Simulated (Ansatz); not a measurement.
CsPbI₃:
```
CsPbI3
1.0
    6.39044     0.00000     0.00000
    0.00000     6.39044     0.00000
    0.00000     0.00000     6.39044
Cs Pb I
1 1 3
Cartesian
  3.19522   3.19522   3.19522
  0.00000   0.00000   0.00000
  0.00000   0.00000   3.19522
  3.19522   0.00000   0.00000
  0.00000   3.19522   0.00000
```

This is the PBE-relaxed structure.

All from DFT-PBE in the program Ansatz with PAW potentials, unless another level is named. Give the hole effective mass with spin–orbit coupling.

0.049 mₑ (isotropic).

Next, the weight of the conduction-edge state by species (Voronoi cells)?

Pb 68 %, I 31 %.

Predict the valence-band maximum.

at R.

Predict the weight of the valence-edge state by species (Voronoi cells).

I 75 %, Pb 24 %.

Space group Pm-3m (cubic perovskite). This is a known high-temperature phase of the composition, computed here at zero pressure and temperature. The PBE relaxation kept the symmetry of its start; of distortions, only those at the zone centre were tested, and some modes there are weakly imaginary. Spin–orbit coupling is left out wherever it is not named.

Potentials: the later of the program's two PAW sets.

Edges and masses are those of Kohn–Sham bands, whose gap is no quasiparticle gap.
